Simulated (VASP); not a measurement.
A run of VASP 6.6.1:

The input INCAR:

```
SYSTEM = Si
ALGO     = Normal         ! electronic algorithm
EDIFF    = 1E-6           ! SCF threshold, eV
ENCUT    = 520            ! plane-wave cutoff, eV
GGA      = PE             ! functional
ISIF     = 2              ! what is computed and relaxed
ISMEAR   = 0              ! smearing method
LASPH    = .True.         ! aspherical terms in the spheres
LCHARG   = .False.        ! write CHGCAR
LREAL    = .False.        ! projectors in reciprocal space
LWAVE    = .False.        ! write WAVECAR
NBANDS   = 11             ! bands
NELM     = 80             ! most SCF steps
PREC     = Accurate       ! precision mode
SIGMA    = 0.02           ! smearing width, eV
```

Contents of KPOINTS:

```
k-points
0
Gamma
  8 8 8
  0 0 0
```

POSCAR

```
Si
1.0
    0.0000000000      2.7347848946      2.7347848946
    2.7347848946      0.0000000000      2.7347848946
    2.7347848946      2.7347848946      0.0000000000
Si
2
Direct
    0.0000000000      0.0000000000      0.0000000000
    0.2500000000      0.2500000000      0.2500000000
```

Potentials or basis: VASP PAW PBE potentials, release 64 (Si).

The run is started by

```bash
$ cat potpaw_PBE.64/Si/POTCAR > POTCAR
$ mpirun -np 1 vasp_std > vasp.out
```

Hardware: 1 thread of Intel(R) Xeon(R) 6975P-C (Granite Rapids), with other jobs on the host.

Estimate the wall time of this run.

It took 9 s on 1 thread of Intel(R) Xeon(R) 6975P-C (Granite Rapids), on a shared host, peak memory 0.15 GiB. Counts: scf iterations 11, k points 29.
